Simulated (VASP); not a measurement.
Output of a VASP run:

File OSZICAR:
```
       N       E                     dE             d eps       ncg     rms          rms(c)
DAV:   1     0.901221035604E+02    0.90122E+02   -0.71991E+03   770   0.121E+03
DAV:   2     0.146005062280E+01   -0.88662E+02   -0.83800E+02   862   0.263E+02
DAV:   3    -0.631985491813E+01   -0.77799E+01   -0.77310E+01   926   0.777E+01
DAV:   4    -0.648713641633E+01   -0.16728E+00   -0.16715E+00   912   0.124E+01
DAV:   5    -0.648959566022E+01   -0.24592E-02   -0.24591E-02   859   0.150E+00    0.154E+00
DAV:   6    -0.638506370652E+01    0.10453E+00   -0.16591E-01   890   0.331E+00    0.899E-01
DAV:   7    -0.637306142240E+01    0.12002E-01   -0.71425E-02   997   0.199E+00    0.496E-01
DAV:   8    -0.637517980116E+01   -0.21184E-02   -0.48144E-03   830   0.785E-01    0.109E-01
DAV:   9    -0.637513619786E+01    0.43603E-04   -0.10588E-04   908   0.113E-01    0.512E-02
DAV:  10    -0.637516223913E+01   -0.26041E-04   -0.56322E-05   839   0.743E-02    0.683E-03
DAV:  11    -0.637516159779E+01    0.64134E-06   -0.47444E-06   881   0.245E-02    0.963E-04
DAV:  12    -0.637516167064E+01   -0.72852E-07   -0.16505E-07   866   0.398E-03
   1 F= -.63751617E+01 E0= -.63751617E+01  d E =0.000000E+00
```

**OUTCAR**
```
------------------------ aborting loop because EDIFF is reached ----------------------------------------
  FORCE on cell =-STRESS in cart. coord.  units (eV):
  Direction    XX          YY          ZZ          XY          YZ          ZX
  --------------------------------------------------------------------------------------
  Total       -0.0075738     -0.0075738     -0.0075738     -0.0000000     -0.0000000      0.0000000
  in kB       -0.2324096     -0.2324096     -0.2324096     -0.0000000     -0.0000000      0.0000000
  external PRESSURE =      -0.2324096 kB  Pullay stress =       0.0000000 kB
  volume of cell :       52.21
      direct lattice vectors                 reciprocal lattice vectors
     0.000000000  2.966522559  2.966522559    -0.168547513  0.168547513  0.168547513
     2.966522559  0.000000000  2.966522559     0.168547513 -0.168547513  0.168547513
     2.966522559  2.966522559  0.000000000     0.168547513  0.168547513 -0.168547513
 POSITION                                       TOTAL-FORCE (eV/Angst)
 -----------------------------------------------------------------------------------
      0.00000      0.00000      0.00000        -0.000000     -0.000000      0.000000
      2.96652      2.96652      2.96652         0.000000      0.000000      0.000000
 -----------------------------------------------------------------------------------
    total drift:                                0.000000     -0.000000     -0.000000
  FREE ENERGIE OF THE ION-ELECTRON SYSTEM (eV)
  ---------------------------------------------------
  free  energy   TOTEN  =        -6.3751616706 eV

  energy  without entropy=       -6.3751616706  energy(sigma->0) =       -6.37516167

 total charge

# of ion       s       p       d       tot
------------------------------------------
    1        0.044   5.979   0.000   6.024
    2        1.592   3.292   0.002   4.886
--------------------------------------------------
tot          1.637   9.271   0.002  10.910
```
(Selected blocks of OUTCAR.)

POSCAR:
```
NaBr
1
    0.0000000000     2.9665225587     2.9665225587
    2.9665225587     0.0000000000     2.9665225587
    2.9665225587     2.9665225587     0.0000000000
Na Br
1 1
Direct
  0.0000000000   0.0000000000   0.0000000000
  0.5000000000   0.5000000000   0.5000000000
```

**Question.** Reconstruct the remaining input files.

**Answer.** One answer among several that fit: the input of the run itself, PBEsol GGA, plane waves, VASP's PBE PAW potentials (set 64).

File KPOINTS:
```
Automatic mesh
0
Gamma
9 9 9
0 0 0
```

**INCAR**
```
ALGO = Normal
EDIFF = 1E-7
ENCUT = 520
GGA = PS
ISIF = 2
ISMEAR = -5
LASPH = T
LCHARG = T
LMAXMIX = 4
LORBIT = 11
LREAL = F
LWAVE = F
NEDOS = 601
NELM = 100
PREC = Accurate
SYSTEM = NaBr
```

POTCAR, in this order: Na_pv Br (PBE.64 set). Program: vasp_std.

The compound is NaBr in the rock salt structure. It was relaxed first.
